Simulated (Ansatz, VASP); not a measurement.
ZnS: VASP beside Ansatz

```xyz
2
Lattice="2.6352 2.6352 0.0000 -2.6352 2.6352 0.0000 0.0000 2.6352 2.6643" Properties=species:S:1:pos:R:3 pbc="T T T"
Zn    1.3176    3.9528    1.3322
S     0.0000    0.0000    0.0000
```

Change from the starting cell: in-plane strain -0.005, out-of-plane length and atoms relaxed by PAW.

Alike in both runs: functional LDA; k mesh 8 × 8 × 8; no spin polarisation.

Ansatz relaxed the structure, and its values are those at the end. VASP's run is a single point on that final structure, the one shown.

```csv
,VASP,Ansatz
version,VASP 6.6.1,Ansatz 0.2.0
potentials or method,"VASP PAW LDA potentials, release 64 (Zn, S)","PAW with Ansatz's default frozen-core files, scalar-relativistic"
plane-wave cutoff (eV),520,420
occupations,"gaussian, width 0.01 eV",fixed
valence electrons in the cell,18,18
```

|  | VASP | Ansatz | Ansatz less VASP |
| --- | --- | --- | --- |
| pressure (GPa) | 0.6 | 0.3 | -0.27 |
